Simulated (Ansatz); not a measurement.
Theory: DFT PBE, scalar-relativistic, plane waves, PAW (Ansatz 0.2.0). All cells share a 420 eV cutoff and Γ-centred k meshes spaced at most about 0.3 Å⁻¹ (about 0.25 or finer for metals, 2π included). No spin polarisation.

Temperature and zero-point effects are left out.

**Question.** Which of these relaxed structures of Zn3S5 is the lowest in energy?
A.

```
Zn S
1.0
     3.93278    0.00000    0.00000
    -1.96639    3.40589    0.00000
     0.00000    0.00000   13.32021
Zn S
3 5
Direct
  0.00000 0.00000 0.99854
  0.33333 0.66667 0.22937
  0.66667 0.33333 0.61154
  0.00000 0.00000 0.17647
  0.66667 0.33333 0.78547
  0.66667 0.33333 0.94105
  0.33333 0.66667 0.40533
  0.33333 0.66667 0.55923
```

B.

```
Zn S
1.0
     3.80271    0.00000    0.00000
    -1.90135    3.29324    0.00000
     0.00000    0.00000   11.96418
Zn S
3 5
Cartesian
  1.9014 1.0977 10.4722
  0.0000 2.1955 1.4920
  0.0000 0.0000 5.9821
  0.0000 0.0000 0.0000
  1.9014 1.0977 2.6476
  1.9014 1.0977 4.7542
  0.0000 2.1955 9.3166
  0.0000 2.1955 7.2100
```

**Answer.** B. The other, A, lies 197 meV/atom higher. Forms: B P-3m1; A P3m1. Counting S atoms around Zn (those within 1.25 times the shortest such distance or 1.15 times the sum of covalent radii, 1.27 where that leaves under three): B has Zn 6; A has Zn 4. B and A both hold S–S pairs. Both come from invented guesses. The lowest form computed isn't among them: it has space group P1 (No. 1), 19.1 Å³/atom and lies 37 meV/atom below the best shown.

Cells relaxed within their symmetry can be saddle points. Some types were kept out of the candidates beforehand, so the set may lack a known form.
